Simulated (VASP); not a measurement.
# InSe in VASP: a series of runs

The runs below take InSe through relaxation of cell and atoms, with PBE+D3(BJ).

Everything below comes from runs of VASP 6.6.1. Logs are shortened: lines on timing, memory, paths and dates and some standing lists are left out, and cuts for length are marked.

### Step 1. The slab as given

The cell holds a slab with vacuum, 12 atoms: a = 4.000 Å, b = 4.000 Å, c = 40.238 Å, α = 90.00°, β = 90.00°, γ = 120.00°.

### Step 2. Relaxation of cell and atoms, PBE+D3(BJ)

The input, INCAR:

```
ALGO = Normal ; EDIFF = 1E-6
EDIFFG = -0.01 ; ENCUT = 600
GGA = PE ; IBRION = 2
ISIF = 3 ; ISMEAR = 0
IVDW = 12 ; KPAR = 4
LASPH = T ; LATTICE_CONSTRAINTS = .TRUE. .TRUE. .FALSE.
LCHARG = F ; LREAL = F
LWAVE = F ; NELM = 80
NSW = 90 ; PREC = Accurate
SIGMA = 0.03
```

The input, KPOINTS:

```
k-points
0
Gamma
  9 9 1
```

The input, POSCAR:

```
InSe
1.0
    4.0000000000      0.0000000000      0.0000000000
   -2.0000000000      3.4641016200      0.0000000000
    0.0000000000      0.0000000000     40.2377120000
Se In
6 6
Direct
    0.0000000000      0.0000000000      0.2236707700
    0.0000000000      0.0000000000      0.3568222800
    0.6666666700      0.3333333300      0.4334242500
    0.6666666700      0.3333333300      0.5665757500
    0.3333333300      0.6666666700      0.6431777200
    0.3333333300      0.6666666700      0.7763292300
    0.6666666700      0.3333333300      0.2551547700
    0.6666666700      0.3333333300      0.3252543800
    0.3333333300      0.6666666700      0.4649082400
    0.3333333300      0.6666666700      0.5350078600
    0.0000000000      0.0000000000      0.6746617200
    0.0000000000      0.0000000000      0.7447613300
```

Potentials or basis: VASP PAW PBE potentials, release 64 (Se, In_d).

On the command line:

```bash
cat potpaw_PBE.64/Se/POTCAR potpaw_PBE.64/In_d/POTCAR > POTCAR
mpirun -np 4 vasp_std > vasp.out
```

OUTCAR:

```text
EDIFF = 1E-6
   EDIFFG = -0.01
   ENCUT = 600
   GGA = PE
   IBRION = 2
   ISIF = 3
   ISMEAR = 0
   IVDW = 12
   LASPH = T
   LREAL = F
   NELM = 80
   NSW = 90
   PREC = Accurate
 IVDW          = 12

 ion  position               nearest neighbor table
   1  0.000  0.000  0.224-   7 2.63   7 2.63   7 2.63
   2  0.000  0.000  0.357-   8 2.64   8 2.64   8 2.64
   3  0.667  0.333  0.433-   9 2.63   9 2.63   9 2.63
   4  0.667  0.333  0.567-  10 2.64  10 2.64  10 2.64
   5  0.333  0.667  0.643-  11 2.63  11 2.63  11 2.63
   6  0.333  0.667  0.776-  12 2.64  12 2.64  12 2.64
   7  0.667  0.333  0.255-   1 2.63   1 2.63   1 2.63   8 2.82
   8  0.667  0.333  0.325-   2 2.64   2 2.64   2 2.64   7 2.82
   9  0.333  0.667  0.465-   3 2.63   3 2.63   3 2.63  10 2.82
  10  0.333  0.667  0.535-   4 2.64   4 2.64   4 2.64   9 2.82
  11  0.000  0.000  0.675-   5 2.63   5 2.63   5 2.63  12 2.82
  12  0.000  0.000  0.745-   6 2.64   6 2.64   6 2.64  11 2.82

  LATTYP: Found a hexagonal cell.
 ALAT       =     4.0000000000
 C/A-ratio  =    10.0594280000

  Lattice vectors:

 A1 = (   4.0000000000,   0.0000000000,   0.0000000000)
 A2 = (  -2.0000000000,   3.4641016200,   0.0000000000)
 A3 = (   0.0000000000,   0.0000000000,  40.2377120000)

Analysis of symmetry for initial positions (statically):
=====================================================================
 Subroutine PRICEL returns:
 Original cell was already a primitive cell.

 Routine SETGRP: Setting up the symmetry group for a
 hexagonal supercell.

 Subroutine GETGRP returns: Found  6 space group operations
 (whereof  6 operations were pure point group operations)
 out of a pool of 24 trial point group operations.

The static configuration has the point symmetry C_3v.

Analysis of symmetry for dynamics (positions and initial velocities):
=====================================================================
 Subroutine PRICEL returns:
 Original cell was already a primitive cell.

 Routine SETGRP: Setting up the symmetry group for a
 hexagonal supercell.

 Subroutine GETGRP returns: Found  6 space group operations
 (whereof  6 operations were pure point group operations)
 out of a pool of 24 trial point group operations.

The dynamic configuration has the point symmetry C_3v.

 Subroutine INISYM returns: Found  6 space group operations
 (whereof  6 operations are pure point group operations),
 and found     1 'primitive' translations

----------------------------------------------------------------------------------------

                                     Primitive cell

  volume of cell :     557.5501

  direct lattice vectors                    reciprocal lattice vectors
     4.000000000  0.000000000  0.000000000     0.250000000  0.144337567  0.000000000
    -2.000000000  3.464101620  0.000000000     0.000000000  0.288675134  0.000000000
     0.000000000  0.000000000 40.237712000     0.000000000  0.000000000  0.024852308

  length of vectors
     4.000000000  4.000000004 40.237712000     0.288675134  0.288675134  0.024852308

  position of ions in fractional coordinates (direct lattice)
     0.000000000  0.000000000  0.223670770
     0.000000000  0.000000000  0.356822280
     0.666666670  0.333333330  0.433424250
     0.666666670  0.333333330  0.566575750
     0.333333330  0.666666670  0.643177720
     0.333333330  0.666666670  0.776329230
     0.666666670  0.333333330  0.255154770
     0.666666670  0.333333330  0.325254380
     0.333333330  0.666666670  0.464908240
     0.333333330  0.666666670  0.535007860
     0.000000000  0.000000000  0.674661720
     0.000000000  0.000000000  0.744761330

  ion indices of the primitive-cell ions
   primitive index   ion index
                 1           1
                 2           2
                 3           3
                 4           4
                 5           5
                 6           6
                 7           7
                 8           8
                 9           9
                10          10
                11          11
                12          12

----------------------------------------------------------------------------------------

 KPOINTS: k-points

Automatic generation of k-mesh.
 Grid dimensions read from file:
 generate k-points for:    9    9    1

 Generating k-lattice:

  Cartesian coordinates                     Fractional coordinates (reciprocal lattice)
     0.027777778  0.016037507  0.000000000     0.111111111 -0.000000000  0.000000000
     0.000000000  0.032075015  0.000000000     0.000000000  0.111111111  0.000000000
     0.000000000  0.000000000  0.024852308     0.000000000  0.000000000  1.000000000

  Length of vectors
     0.032075015  0.032075015  0.024852308

  Shift w.r.t. Gamma in fractional coordinates (k-lattice)
     0.000000000  0.000000000  0.000000000

 Subroutine IBZKPT returns following result:
 ===========================================

 Found     12 irreducible k-points:

 Following reciprocal coordinates:
            Coordinates               Weight
  0.000000  0.000000  0.000000      1.000000
  0.111111 -0.000000  0.000000      6.000000
  0.222222 -0.000000  0.000000      6.000000
  0.333333 -0.000000  0.000000      6.000000
  0.444444 -0.000000  0.000000      6.000000
  0.111111  0.111111  0.000000      6.000000
  0.222222  0.111111  0.000000     12.000000
  0.333333  0.111111  0.000000     12.000000
  0.444444  0.111111  0.000000      6.000000
  0.222222  0.222222  0.000000      6.000000
  0.333333  0.222222  0.000000     12.000000
  0.333333  0.333333  0.000000      2.000000
   k-points           NKPTS =     12   k-points in BZ     NKDIM =     12   number of bands    NBANDS=     68
   number of dos      NEDOS =    301   number of ions     NIONS =     12
   total plane-waves  NPLWV = 331776
   dimension x,y,z NGX =    32 NGY =   32 NGZ =  324
   dimension x,y,z NGXF=    64 NGYF=   64 NGZF=  648
   ions per type =               6   6
   NGX,Y,Z   is equivalent  to a cutoff of  13.30, 13.30, 13.39 a.u.
   NGXF,Y,Z  is equivalent  to a cutoff of  26.60, 26.60, 26.77 a.u.
 SYSTEM =  unknown system
   PREC   = accura    normal or accurate (medium, high low for compatibility)
   ISTART =      0    job   : 0-new  1-cont  2-samecut
   ICHARG =      2    charge: 1-file 2-atom 10-const
   ISPIN  =      1    spin polarized calculation?
   LNONCOLLINEAR =      F non collinear calculations
   LSORBIT =      F    spin-orbit coupling
   LASPH  =      T    aspherical Exc in radial PAW
   ENCUT  =  600.0 eV  44.10 Ry    6.64 a.u.   7.99  7.99 80.36*2*pi/ulx,y,z
   NELM   =     80;   NELMIN=  2; NELMDL= -5     # of ELM steps
   EDIFF  = 0.1E-05   stopping-criterion for ELM
   LREAL  =      F    real-space projection
   EDIFFG = -.1E-01   stopping-criterion for IOM
   NSW    =     90    number of steps for IOM
   IBRION =      2    ionic relax: 0-MD 1-quasi-New 2-CG
   NFREE  =      1    steps in history (QN), initial steepest desc. (CG)
   ISIF   =      3    stress and relaxation
   ISYM   =      2    0-nonsym 1-usesym 2-fastsym
   POTIM  = 0.5000    time-step for ionic-motion
   TEBEG  =    0.0;   TEEND  =   0.0 temperature during run
   PSTRESS=    0.0 pullay stress
   NELECT =     114.0000    total number of electrons
   NUPDOWN=      -1.0000    fix difference up-down
   EMIN   =  10.00;   EMAX   =-10.00  energy-range for DOS
   EFERMI =   0.00;   METHOD = LEGACY
   ISMEAR =     0;   SIGMA  =   0.03  broadening in eV -4-tet -1-fermi 0-gaus
   EFERMI_NEDOS =   21; number of points for ismear=-14 and -15
   IALGO  =     38    algorithm
   IMIX   =      4    mixing-type and parameters
     AMIX     =   0.40;   BMIX     =  1.00
     AMIX_MAG =   1.60;   BMIX_MAG =  1.00
  volume/ion in A,a.u.               =      46.46       313.54
  Fermi-wavevector in a.u.,A,eV,Ry     =   0.964455  1.822555 12.655769  0.930173
  Thomas-Fermi vector in A             =   2.094087
   LORBIT       =      0    0 simple, 1 ext, 2 COOP (PROOUT), +10 PAW based schemes
   GGA     = PE    functional components
   LHFCALC =     F    Hartree Fock is set to
   AEXX    =    0.0000 exact exchange contribution
   IVDW    =    12    specifies the selected vdW correction
   LEPSILON=     F    determine dielectric tensor
   LRPA    =     F    only Hartree local field effects (RPA)
 conjugate gradient relaxation of ions
 non-spin polarized calculation
 Gauss-broadening in eV      SIGMA  =   0.03
  energy-cutoff  :      600.00
  volume of cell :      557.55
 maximum number of plane-waves:     18678
 NGX is ok and might be reduce to    32
   NGX = 15   NGY = 15   NGZ =161

--------------------------------------- Ionic step        1  -------------------------------------------

 number of electron     113.9999999 magnetization

 Free energy of the ion-electron system (eV)
  ---------------------------------------------------
  ext. energy  EPLUGINS =         0.00000000
  ---------------------------------------------------
  free energy    TOTEN  =       -42.45026075 eV

  energy without entropy =      -42.45026075  energy(sigma->0) =      -42.45026075

------------------------ aborting loop because EDIFF is reached ----------------------------------------

 Edisp (eV)   -3.29047

 E8    (eV) :    -1.5318

  FORCE on cell =-STRESS in cart. coord.  units (eV):
  Direction    XX          YY          ZZ          XY          YZ          ZX
  --------------------------------------------------------------------------------------
  -------------------------------------------------------------------------------------
  Total       3.24151     3.24151     0.61074     0.00000     0.00000     0.00000
  in kB       9.31481     9.31481     1.75503     0.00000     0.00000     0.00000
  external pressure =        6.79 kB  Pullay stress =        0.00 kB
[... 127 lines left out ...]
  FREE ENERGIE OF THE ION-ELECTRON SYSTEM (eV)
  ---------------------------------------------------
  free  energy   TOTEN  =       -45.7893095465 eV

  energy  without entropy=      -45.7893095465  energy(sigma->0) =      -45.78930955

[... ionic steps 4 to 36 ...]

--------------------------------------- Ionic step       37  -------------------------------------------

 number of electron     113.9999991 magnetization

------------------------ aborting loop because EDIFF is reached ----------------------------------------

 Edisp (eV)   -3.26974

 E8    (eV) :    -1.5227
[... 89 lines left out ...]
  energy  without entropy=      -45.7942932306  energy(sigma->0) =      -45.79429323

--------------------------------------- Ionic step       39  -------------------------------------------

 number of electron     113.9999991 magnetization

 Free energy of the ion-electron system (eV)
  ---------------------------------------------------
  ext. energy  EPLUGINS =         0.00000000
  ---------------------------------------------------
  free energy    TOTEN  =       -42.52461641 eV

  energy without entropy =      -42.52461641  energy(sigma->0) =      -42.52461641

 E-fermi :   0.4706     XC(G=0):  -5.7871

 val. band max:        0.2846649614   @ k =   0.1111  -0.0000   0.0000
 cond. band min:       1.0790268520   @ k =   0.0000   0.0000   0.0000
 fundamental gap:      0.7943618906
 Fermi energy:         0.4705574630

 k-point     1 :       0.0000    0.0000    0.0000
  band No.  band energies     occupation
      1     -14.2624      2.00000
      2     -14.2434      2.00000
      3     -14.2353      2.00000
      4     -14.0760      2.00000
      5     -14.0760      2.00000
      6     -14.0606      2.00000
[... 884 lines left out ...]
  FREE ENERGIE OF THE ION-ELECTRON SYSTEM (eV)
  ---------------------------------------------------
  free  energy   TOTEN  =       -45.7943079649 eV

  energy  without entropy=      -45.7943079649  energy(sigma->0) =      -45.79430796

 reached required accuracy - stopping structural energy minimisation
```

Wall time 62 min (4 MPI ranks of Intel Xeon Platinum 8488C (Sapphire Rapids), shared host); peak memory 1.1 GiB.

Results:

```
Free energy                            : -45.7943 eV
Relaxed volume                         : 47.24 Å³/atom
Relaxed cell                           : a = 4.033 Å, b = 4.033 Å, c = 40.238 Å, α = 90.00°, β = 90.00°, γ = 120.00°
Space group after relaxing (to 0.05 Å) : P3m1 (No. 156)
Energy gained by relaxing              : 4.5 meV/atom
Ionic steps                            : 39
Largest force after relaxing           : 0.007 eV/Å
Band gap on the k mesh                 : 0.79 eV, indirect (least direct gap 0.84 eV)
Dispersion energy per atom             : -0.272 eV
```

Forces on the atoms (eV/Å):
```
Se   0.000  0.000  0.004
Se   0.000  0.000 -0.003
Se   0.000  0.000 -0.007
Se   0.000  0.000  0.006
Se   0.000  0.000  0.004
Se   0.000  0.000 -0.005
In   0.000  0.000  0.002
In   0.000  0.000  0.000
In   0.000  0.000 -0.003
In   0.000  0.000  0.003
In   0.000  0.000  0.001
In   0.000  0.000 -0.001
```

The path:
```csv
step,energy change (eV),largest force (eV/Å),pressure (GPa),volume (Å³)
1,0.0000,0.4293,0.68,557.55
2,-0.0343,0.2156,-0.43,572.18
3,-0.0486,0.0340,-0.06,566.94
4,-0.0486,0.0290,-0.07,567.12
5,-0.0488,0.0235,-0.07,566.68
6,-0.0491,0.0398,-0.04,565.38
7,-0.0493,0.0249,-0.02,564.84
8,-0.0493,0.0261,-0.01,564.75
9,-0.0495,0.0172,-0.04,565.07
10,-0.0496,0.0292,-0.07,565.42
11,-0.0497,0.0155,-0.07,565.48
12,-0.0497,0.0276,-0.08,565.60
13,-0.0498,0.0287,-0.08,565.55
14,-0.0499,0.0289,-0.08,565.42
15,-0.0501,0.0310,-0.06,565.16
16,-0.0502,0.0501,-0.01,564.64
17,-0.0502,0.0424,-0.01,564.81
18,-0.0502,0.0411,-0.01,564.82
19,-0.0503,0.0410,-0.01,564.84
20,-0.0505,0.0432,-0.01,564.90
21,-0.0507,0.0472,-0.01,565.00
22,-0.0512,0.0590,-0.02,565.22
23,-0.0515,0.0992,-0.03,565.64
24,-0.0519,0.0906,-0.02,565.75
25,-0.0528,0.0653,-0.03,566.06
26,-0.0534,0.0337,-0.02,566.68
27,-0.0534,0.0247,-0.03,566.58
28,-0.0534,0.0266,-0.01,566.61
29,-0.0535,0.0136,-0.01,566.55
30,-0.0535,0.0153,0.00,566.54
31,-0.0535,0.0187,0.01,566.50
32,-0.0535,0.0166,0.02,566.52
33,-0.0536,0.0115,-0.01,566.85
34,-0.0536,0.0110,-0.01,566.89
35,-0.0536,0.0111,-0.01,566.97
36,-0.0536,0.0117,-0.02,566.93
37,-0.0536,0.0116,-0.01,566.90
38,-0.0536,0.0105,-0.01,566.92
39,-0.0536,0.0073,-0.01,566.93
```

Final structure:
```
Se In
1.0
     4.03350    0.00000    0.00000
    -2.01675    3.49311    0.00000
     0.00000    0.00000   40.23771
Se In
6 6
Direct
  0.00000 0.00000 0.22605
  0.00000 0.00000 0.35976
  0.66667 0.33333 0.43332
  0.66667 0.33333 0.56670
  0.33333 0.66667 0.64020
  0.33333 0.66667 0.77388
  0.66667 0.33333 0.25820
  0.66667 0.33333 0.32769
  0.33333 0.66667 0.46529
  0.33333 0.66667 0.53468
  0.00000 0.00000 0.67223
  0.00000 0.00000 0.74172
```

Caveat: spin-orbit coupling is left out, which moves the levels of the heavy elements. A hybrid or GW would open this gap; PBE tends to underestimate it.

(Continued in part 2 of 2.)
